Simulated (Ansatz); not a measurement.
# La2O3 (P-3m1) in Ansatz: equation of state

Aim: energy against volume of La2O3 in PBE, for its equilibrium volume and stiffness.

Everything below comes from runs of Ansatz 0.2.0. Logs are shortened: lines on timing, memory, paths and dates and some standing lists are left out, and cuts for length are marked.

**1. The crystal as given**

It takes space group P-3m1 (No. 164, trigonal). Conventional cell: a = 3.931 Å, b = 3.931 Å, c = 6.112 Å, α = 90.00°, β = 90.00°, γ = 120.00°. La (site symmetry 3m) is surrounded by 4 O at 2.36 to 2.44 Å. O (site symmetry -3m) is surrounded by 6 La at 2.72 Å. Around O (site symmetry 3m) lie 4 La at 2.36 to 2.44 Å.

The cell is a database's computed one.

**2. Single point, PBE, 15.38 Å³/atom (volume scaled by 0.94)**

Input file input.yaml:

```yaml
crystal:
  lattice:
    - [3.8505354057, 0.0, 0.0]
    - [-1.9252677029, 3.3346614796, 0.0]
    - [0.0, 0.0, 5.9871847653]
  atoms:
    - { symbol: La, position: [0.3333333333, 0.6666666667, 0.24623568] }
    - { symbol: La, position: [0.6666666667, 0.3333333333, 0.75376432] }
    - { symbol: O, position: [0.0, 0.0, 0.0] }
    - { symbol: O, position: [0.3333333333, 0.6666666667, 0.64589065] }
    - { symbol: O, position: [0.6666666667, 0.3333333333, 0.35410935] }
hamiltonian:
  xc: pbe
  pseudopotentials: { kind: paw }
kpoints:
  mp_grid: { grid: [8, 8, 5] }
scf:
  occupations: { method: fermi_dirac, width: 0.05 }
output:
  forces: true
  stress: true
  eigenvalues: true
```

Potentials or basis: Ansatz PAW.

On the command line:

```
$ ansatz run input.yaml --threads 2 --pin off --max-ram 5120MiB --backend cpu --events-out ev --progress --plain --runs-dir out
```

Output:

```text
Warning: RAYON_NUM_THREADS=2 ignored (pool sized by the plan → 2); use --threads N
Engine: ansatz 0.2.0, x86_64-unknown-linux-gnu
Pseudopotentials: kind: paw
Pseudopotential: La, paw, valence charge 11, recommended cutoff 420 eV (normal), La.paw.azcp
Pseudopotential: O, paw, valence charge 6, recommended cutoff 420 eV (normal), O.paw.azcp
Functional definition: PBE
  parameter kappa = 0.804
  parameter beta = 0.06672455060314922
  exchange = pbe_x(kappa = kappa, mu = beta*pi^2/3)
  correlation = pbe_c(beta = beta)
Crystal: 5 atoms, lattice volume = 76.877 Å³
Basis set: ecut = 420 eV, 1497 PW (Γ), exchange–correlation on 54×54×90 points (8 copies of the dense FFT grid, shifted against one another)
Bands: 25, of which v1, the nominal top of the filled ones, is band 20 counted from 1 (19 counted from 0)
Symmetry: 12 space group operations
Space group: P-3m1 (ITA 164), of the structure as read, at distance tolerance 4.3e-5 Å
k-points: 40 of 320
Non-local potential: La, projectors of the file, l = 0: 3, l = 1: 2, l = 2: 2, l = 3: 3
Non-local potential: O, projectors of the file, l = 0: 2, l = 1: 2, l = 2: 1
PAW form: soft (Blöchl's): semilocal exchange-correlation on the pseudo side does not see the compensation charge
PAW one-centre angular grid: La, 590 points (default); XC on 64 Gauss nodes
PAW one-centre angular grid: O, 110 points (default); XC on 64 Gauss nodes
Initial density: superposition of atomic densities (neutral atoms: chi_scale 0, normalization atom), corrected by the library's trained network
Initial wavefunctions: pseudopotential atomic-orbital guess
Functional: x = pbe(κ = 0.804, μ = 0.2195149727645171), c = pbe(β = 0.06672455060314922)
SCF iter   1: F=—  HF=-14211.860580 eV  |F-HF|=—  |Δ(HF+E_count)|=         —  Δρ=2.48e-3  dr2=5.16e-3  ethr=1.77e-3  ⟨swp⟩=5.3  Hψ=4684  notcnv=0
preconditioner: auto → Resta (q_TF=auto, 2.447 Å⁻¹)  ε∞=5.0  [insulator: Δε(μ)=3.953 eV  Ē_g=12.758 eV  σ=0.050 eV  W_gap=1.00  n_scr=22 (ndim 8)  ℏωp=25.4 eV  f_vac=0.019  D(μ)=0.00/eV (n_scr^D=0)  ε∞_Penn≈5.0]
SCF iter   2: F=—  HF=-14211.860953 eV  |F-HF|=—  |Δ(HF+E_count)|=   3.73e-4  Δρ=1.48e-3  dr2=9.64e-4  ethr=1.29e-5  ⟨swp⟩=2.1  Hψ=2183  notcnv=0  defer=7
SCF iter   3: F=—  HF=-14211.861303 eV  |F-HF|=—  |Δ(HF+E_count)|=   3.50e-4  Δρ=6.70e-4  dr2=3.54e-4  ethr=2.41e-6  ⟨swp⟩=2.0  Hψ=1604  notcnv=0
automatic band count: iteration 3 solves 24 bands in place of 25: the levels show a gap, and the empty bands left out lie too high to hold charge; the band table lists the bands solved (type scf.n_extra_bands for more)
SCF iter   4: F=—  HF=-14211.861461 eV  |F-HF|=—  |Δ(HF+E_count)|=   1.57e-4  Δρ=1.13e-4  dr2=8.08e-6  ethr=8.86e-7  ⟨swp⟩=2.0  Hψ=1475  notcnv=0
SCF iter   5: F=—  HF=-14211.861463 eV  |F-HF|=—  |Δ(HF+E_count)|=   2.05e-6  Δρ=7.48e-5  dr2=3.94e-6  ethr=2.02e-8  ⟨swp⟩=2.0  Hψ=1704  notcnv=0
SCF iter   6: F=—  HF=-14211.861462 eV  |F-HF|=—  |Δ(HF+E_count)|=   5.04e-7  Δρ=2.09e-5  dr2=2.46e-7  ethr=9.85e-9  ⟨swp⟩=2.0  Hψ=1536  notcnv=0
SCF iter   7: F=-14211.861462 eV  HF=-14211.861462 eV  |F-HF|=2.33e-8  |Δ(HF+E_count)|=   1.10e-7  Δρ=5.09e-6  dr2=1.95e-8  ethr=2.50e-10  ⟨swp⟩=7.4  Hψ=4418  notcnv=0
SCF 1 converged in 7 iterations: F = -14211.861462 eV  dr2 = 1.95e-8
SCF converged after 7 iterations
Free energy (F): -14211.861462 eV
Harris-Foulkes:  -14211.861462 eV  (|F-HF|=2.33e-8)
Internal energy: -14211.861462 eV  (E = F + TS)
E sigma→0 (E₀):  -14211.861462 eV
Fermi energy:    12.568324 eV
--- Per-component energies (eV) ---
  E_band       = 28.875056
  E_kinetic    = 920.680372
  E_local      = -1462.917329  (includes V_loc(G=0)·N_el)
  E_nonlocal   = 337.270109
  E_hartree    = 527.674838
  E_xc         = -505.913184
  E_vxc        = -585.309108  (∫ρ·V_xc dr)
  E_paw        = -11308.695979  (= ΣΔE_a)
  E_vpaw       = -236.205447  (= ΣTr[D̂ρ^β])
  E_aug_tail   = 0.007280  (compensation charges beyond the density's cutoff)
  E_ewald      = -2719.967570
  E_smearing   = -0.000000  (= −TS)
  E_closure    = -0.000000  (closes the sum)
  Σ components = -14211.861462   (vs F -14211.861462, Δ=0.00e0)
--- Forces (eV/Å), atoms counted from 1 ---
  atom   1  La     0.00000000     0.00000000    -0.52222768
  atom   2  La    -0.00000000    -0.00000000     0.52222768
  atom   3  O      0.00000000    -0.00000000     0.00000000
  atom   4  O     -0.00000000    -0.00000000    -0.06660702
  atom   5  O      0.00000000     0.00000000     0.06660702
  max |Σ_I F_I| component: 1.11e-16 eV/Å
--- Stress (GPa, compression-positive) ---
       12.257832       0.000000       0.000000
        0.000000      12.257832       0.000000
        0.000000       0.000000      10.237947
  P = ⅓ Tr σ = 11.5845 GPa (115.845 kbar)
--- Band table (eV; the first three rows and the last of 40) ---
  k-point 0: bands = ["-19.0556", "-18.7284", "-6.6348", "-5.3075", "-4.7626", "-2.4855", "-2.4855", "-2.1960", "-2.1960", "-2.0571", "-1.3396", "7.9422", "7.9422", "8.1958", "8.1958", "8.3515", "8.7733", "10.1230", "10.1230", "10.3825", "15.0208", "15.3080", "15.3080", "16.0959"]
  k-point 1: bands = ["-19.0264", "-18.7606", "-6.5597", "-5.3022", "-4.8898", "-2.4622", "-2.4622", "-2.2204", "-2.2204", "-1.9906", "-1.3348", "7.7814", "7.7814", "8.0611", "8.3399", "8.3399", "9.0803", "10.1665", "10.1665", "10.1721", "15.1127", "15.3675", "15.3675", "16.0616"]
  k-point 2: bands = ["-18.9506", "-18.8412", "-6.4127", "-5.3173", "-5.0886", "-2.4081", "-2.4081", "-2.2760", "-2.2760", "-1.8940", "-1.3256", "7.6329", "7.6329", "7.8328", "8.4560", "8.4560", "9.3909", "9.7855", "10.2443", "10.2443", "15.3439", "15.4588", "15.4588", "15.8239"]
  k-point 39: bands = ["-18.7012", "-18.6853", "-7.1139", "-7.0209", "-5.3041", "-3.1500", "-2.6051", "-2.5074", "-2.1014", "-0.9066", "-0.7098", "7.9479", "8.3719", "8.7495", "8.9625", "9.2202", "9.9132", "10.0850", "10.4086", "10.4415", "14.8878", "15.4706", "15.7601", "15.8014"]
```

It took 3.3 s on 2 threads of Intel Xeon Platinum 8259CL at 2.50GHz (Skylake/Cascade Lake), shared host; peak memory 0.52 GiB.

What came out:

- Free energy: -14211.8615 eV
- Pressure: 11.6 GPa
- Largest force: 0.522 eV/Å
- Band gap on the k mesh: 3.92 eV, indirect (least direct gap 4.03 eV)

Caveat: odd divisions of the mesh miss points on the zone boundary, where band edges often lie, so the gap on the mesh can be too wide; the pressure holds a Pulay correction of +0.5 GPa for the finite cutoff; spin-orbit coupling is left out, which moves the levels of the heavy elements.

**3. Single point, PBE, 15.70 Å³/atom (volume scaled by 0.96)**

input.yaml: that of step 2 with these lines changed.

```diff
@@ -2,5 +2,5 @@
   lattice:
-    - [3.8505354057, 0.0, 0.0]
-    - [-1.9252677029, 3.3346614796, 0.0]
-    - [0.0, 0.0, 5.9871847653]
+    - [3.8776527457, 0.0, 0.0]
+    - [-1.9388263728, 3.3581457848, 0.0]
+    - [0.0, 0.0, 6.0293494275]
   atoms:
```

Potentials or basis: Ansatz PAW.

On the command line:

```
$ ansatz run input.yaml --threads 2 --pin off --max-ram 5120MiB --backend cpu --events-out ev --progress --plain --runs-dir out
```

It took 3.9 s on 2 threads of Intel Xeon Platinum 8259CL at 2.50GHz (Skylake/Cascade Lake), shared host; peak memory 0.52 GiB.

Results (log left out):

```yaml
Free_energy: -14211.9611 eV
Pressure: 8.0 GPa
Largest_force: 0.341 eV/Å
Band_gap_on_the_k_mesh: 3.91 eV, indirect (least direct gap 4.04 eV)
```

Caveat: odd divisions of the mesh miss points on the zone boundary, where band edges often lie, so the gap on the mesh can be too wide; the pressure holds a Pulay correction of +0.4 GPa for the finite cutoff; spin-orbit coupling is left out, which moves the levels of the heavy elements.

**4. Single point, PBE, 16.03 Å³/atom (volume scaled by 0.98)**

input.yaml: that of step 3 with these lines changed.

```diff
@@ -2,5 +2,5 @@
   lattice:
-    - [3.8776527457, 0.0, 0.0]
-    - [-1.9388263728, 3.3581457848, 0.0]
-    - [0.0, 0.0, 6.0293494275]
+    - [3.9043960235, 0.0, 0.0]
+    - [-1.9521980118, 3.3813061428, 0.0]
+    - [0.0, 0.0, 6.0709324617]
   atoms:
```

On the command line:

```
$ ansatz run input.yaml --threads 2 --pin off --max-ram 5120MiB --backend cpu --events-out ev --progress --plain --runs-dir out
```

Wall time 3.8 s (2 threads of Intel Xeon Platinum 8259CL at 2.50GHz (Skylake/Cascade Lake), shared host); peak memory 0.51 GiB.

It converged, with:

| Item | Value |
| --- | --- |
| Free energy | -14212.0261 eV |
| Pressure | 4.8 GPa |
| Largest force | 0.172 eV/Å |
| Band gap on the k mesh | 3.90 eV, indirect (least direct gap 4.05 eV) |

Caveat: odd divisions of the mesh miss points on the zone boundary, where band edges often lie, so the gap on the mesh can be too wide; the pressure holds a Pulay correction of +0.4 GPa for the finite cutoff; spin-orbit coupling is left out, which moves the levels of the heavy elements.

**5. Single point, PBE, 16.36 Å³/atom**

input.yaml: that of step 4 with these lines changed.

```diff
@@ -2,5 +2,5 @@
   lattice:
-    - [3.9043960235, 0.0, 0.0]
-    - [-1.9521980118, 3.3813061428, 0.0]
-    - [0.0, 0.0, 6.0709324617]
+    - [3.930777878, 0.0, 0.0]
+    - [-1.965388939, 3.404153499, 0.0]
+    - [0.0, 0.0, 6.11195352]
   atoms:
```

On the command line:

```
$ ansatz run input.yaml --threads 2 --pin off --max-ram 5120MiB --backend cpu --events-out ev --progress --plain --runs-dir out
```

It took 4 s on 2 threads of Intel Xeon Platinum 8259CL at 2.50GHz (Skylake/Cascade Lake), shared host; peak memory 0.53 GiB.

Results (log left out):

```
Free energy            : -14212.0601 eV
Pressure               : 1.9 GPa
Largest force          : 0.016 eV/Å
Band gap on the k mesh : 3.87 eV, indirect (least direct gap 4.06 eV)
```

Caveat: odd divisions of the mesh miss points on the zone boundary, where band edges often lie, so the gap on the mesh can be too wide; the pressure holds a Pulay correction of +0.4 GPa for the finite cutoff; spin-orbit coupling is left out, which moves the levels of the heavy elements.

(Continued in part 2 of 2.)
